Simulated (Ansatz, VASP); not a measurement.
## Two plane-wave programs on BaTiO3

Contents of INCAR:

```
SYSTEM = BaTiO3
PREC = Accurate
ENCUT = 520
EDIFF = 1E-7
ISMEAR = 0
SIGMA = 0.01
LREAL = .False.
LASPH = .True.
NELM = 60
ALGO = Normal
ISIF = 2
LWAVE = .False.
LCHARG = .False.
GGA = PE
IVDW = 12
NBANDS = 28
```

KPOINTS

```
Automatic mesh
0
Gamma
  4 4 4
  0 0 0
```

File POSCAR:

```
BaTiO3
1.0
    4.0060000000      0.0000000000      0.0000000000
    0.0000000000      4.0060000000      0.0000000000
    0.0000000000      0.0000000000      4.0060000000
Ba Ti O
1 1 3
Direct
    0.5000000000      0.5000000000      0.5000000000
    0.0000000000      0.0000000000      0.0000000000
    0.5000000000      0.0000000000      0.0000000000
    0.0000000000      0.5000000000      0.0000000000
    0.0000000000      0.0000000000      0.5000000000
```

Input for Ansatz:

```yaml
crystal:
  lattice:
    - [4.006, 0.0, 0.0]
    - [0.0, 4.006, 0.0]
    - [0.0, 0.0, 4.006]
  atoms:
    - { symbol: Ba, position: [0.5, 0.5, 0.5] }
    - { symbol: Ti, position: [0.0, 0.0, 0.0] }
    - { symbol: O, position: [0.5, 0.0, 0.0] }
    - { symbol: O, position: [0.0, 0.5, 0.0] }
    - { symbol: O, position: [0.0, 0.0, 0.5] }
basis:
  ecutwfc: 550.0
kpoints:
  mp_grid:
    grid: [4, 4, 4]
  band_path:
    path:
      - [0.0, 0.0, 0.0]
      - [0.0, 0.5, 0.0]
      - [0.5, 0.5, 0.0]
      - [0.0, 0.0, 0.0]
      - [0.5, 0.5, 0.5]
      - [0.0, 0.5, 0.0]
    npoints: 8
hamiltonian:
  xc: pbe
  dispersion: d3bj
  pseudopotentials:
    kind: paw
scf:
  n_extra_bands: 8
  occupations:
    method: fixed
```

Alike in both runs: task single point; functional PBE; dispersion D3(BJ); k mesh 4 × 4 × 4; no spin polarisation.

|  | VASP | Ansatz |
| --- | --- | --- |
| version | VASP 6.6.1 | Ansatz 0.2.0 |
| potentials or method | VASP PAW PBE potentials, release 64 (Ba_sv, Ti_sv, O) | plane waves, PAW |
| plane-wave cutoff (eV) | 520 | 550 |
| occupations | gaussian, width 0.01 eV | fixed |
| valence electrons in the cell | 40 | 40 |

Ansatz gave:

| Quantity | Value |
| --- | --- |
| gap on the k mesh at the Fermi level (eV) | 1.79 |
| dispersion energy (meV/atom) | -264.3 |

Question: What did VASP give for the same quantities?

Answer: gap on the k mesh at the Fermi level (eV): 1.72; dispersion energy (meV/atom): -264.2.

Caveats: spin-orbit coupling is left out, which moves the levels of the heavy elements. PBE gaps usually lie below the measured ones, often by a third to a half. A k mesh can miss the band edges.
